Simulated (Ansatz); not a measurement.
A run of Ansatz 0.2.0 is set up as follows.

Contents of input.yaml:

```yaml
crystal:
  lattice:
    - [-1.726539, 1.775547, 2.338342]
    - [1.726539, -1.775547, 2.338342]
    - [1.726539, 1.775547, -2.338342]
  atoms:
    - { symbol: Sn, position: [0.0, 0.0, 0.0] }
hamiltonian:
  xc: revpbe
  pseudopotentials: { kind: paw }
kpoints:
  mp_grid: { grid: [11, 11, 11] }
  band_path:
    path:
      - [[0.0, 0.0, 0.0], [-0.3862939988, 0.3862939988, 0.3862939988], [-0.2804352521, 0.2804352521, 0.4921527456], [0.0, 0.0, 0.5], [0.25, 0.25, 0.25], [0.0, 0.5, 0.0], [0.3862939988, 0.6137060012, -0.3862939988], [0.5, 0.5, -0.5], [0.0, 0.0, 0.0], [0.3941412533, -0.3941412533, 0.3941412533], [0.5, 0.0, 0.0], [0.25, 0.25, 0.25]]
      - [[0.2804352521, -0.2804352521, 0.5078472544], [0.3941412533, -0.3941412533, 0.3941412533]]
      - [[0.6058587467, 0.3941412533, -0.3941412533], [0.5, 0.5, -0.5]]
    npoints: 14
scf:
  occupations: { method: fermi_dirac, width: 0.05 }
  n_extra_bands: 6
output:
  forces: true
  stress: true
  eigenvalues: true
  fatbands: false
```

Potentials or basis: Ansatz PAW.

The run is started by

```console
$ ansatz run input.yaml --threads 2 --pin off --max-ram 5632MiB --backend cpu --events-out ev --progress --plain --runs-dir out
```

(1) Estimate the pressure.

(2) Predict the band gap on the k mesh.

## Answers

(1) -0.1 GPa.

(2) none (metal or under the smearing width).

Caveat: spin-orbit coupling is left out, which moves the levels of the heavy elements; the PAW data sets come from PBE, with cores solved anew for the run's functional, which leaves a small shift of forces and pressure.
